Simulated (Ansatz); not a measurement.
**Calculated field gradients at the nuclei for SiO₂**

The cell is a structure deposited in the COD, taken as it stands.

```xyz
12
Lattice="4.0970 0.0000 0.0000 0.0000 5.0462 0.0000 0.0000 0.0000 4.4946" Properties=species:S:1:pos:R:3 pbc="T T T"
Si    0.0000    0.7680    1.1237
Si    2.0485    1.7551    3.3710
Si    0.0000    4.2782    3.3710
Si    2.0485    3.2911    1.1237
O     3.0056    3.1514    4.1287
O     3.1399    4.4179    1.8814
O     0.9571    4.4179    0.3659
O     1.0914    3.1514    2.6132
O     1.0914    1.8948    0.3659
O     0.9571    0.6283    2.6132
O     3.1399    0.6283    4.1287
O     3.0056    1.8948    1.8814
```

Atom numbers follow the list; atoms alike are taken as one site, whose name carries the number of the first.

Method: Kohn–Sham DFT in Ansatz, PBE, plane waves and PAW, scalar-relativistic, 420 eV cutoff, Γ-centred 5×4×5 k-points, Fermi–Dirac smearing 0.02 eV.

Conventions: |V_zz| ≥ |V_yy| ≥ |V_xx|, η = (V_xx − V_yy)/V_zz, C_Q = eQV_zz/h. Directions are in the Cartesian axes of the cell vectors above, for the atom listed; none is given where the gradient is under 0.02 or η is above 0.95.

| site | first atom | first shell | V_zz (10²¹ V/m²) | η | direction of V_zz (x, y, z) |
| --- | --- | --- | --- | --- | --- |
| Si | 1 | 6 O at 1.74–1.85 Å | 0.94 | 0.49 | 0.00 1.00 0.00 |
| O | 5 | 3 Si at 1.74–1.85 Å | -11.68 | 0.46 | 0.72 -0.56 0.41 |

At O V_zz stands upright on the plane through its three neighbours (within 2°).

At this cell the PBE pressure is 6 GPa, so with PBE the cell would grow if it were relaxed. The largest force is 1.0 eV/Å, so the atoms aren't at the calculated equilibrium and relaxing them would move these values.
